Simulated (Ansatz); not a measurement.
Zn:

```
CELL_PARAMETERS angstrom
2.67000 0.00000 0.00000
-1.33500 2.31229 0.00000
0.00000 0.00000 4.96600
ATOMIC_POSITIONS crystal
Zn 0.66667 0.33333 0.75000
Zn 0.33333 0.66667 0.25000
```

Base run:

```yaml
Program: Ansatz 0.2.0
Functional: PBE
Potentials_or_basis: all-electron LAPW, scalar-relativistic
Cutoff: 264 eV (chosen from the basis error)
Basis_error_allowed: 0.001 eV/atom
k_mesh: 11 × 11 × 6
Occupations: methfessel-paxton, width 0.2 eV
Spin: no spin polarisation
```

Its results: band gap on the k mesh none (metal or under the smearing width); pressure -0.7 GPa.

Problem. After a change of settings the same cell gave: band gap on the k mesh none (metal or under the smearing width); pressure -5.6 GPa. Which change was it?
A. functional from PBE to PBEsol; occupations from methfessel-paxton, width 0.2 eV to fermi-dirac, width 0.05 eV
B. occupations from methfessel-paxton, width 0.2 eV to gaussian, width 0.05 eV
C. functional from PBE to LDA; occupations from methfessel-paxton, width 0.2 eV to gaussian, width 0.02 eV
D. functional from PBE to RPBE; occupations from methfessel-paxton, width 0.2 eV to gaussian, width 0.05 eV

Solution. A.
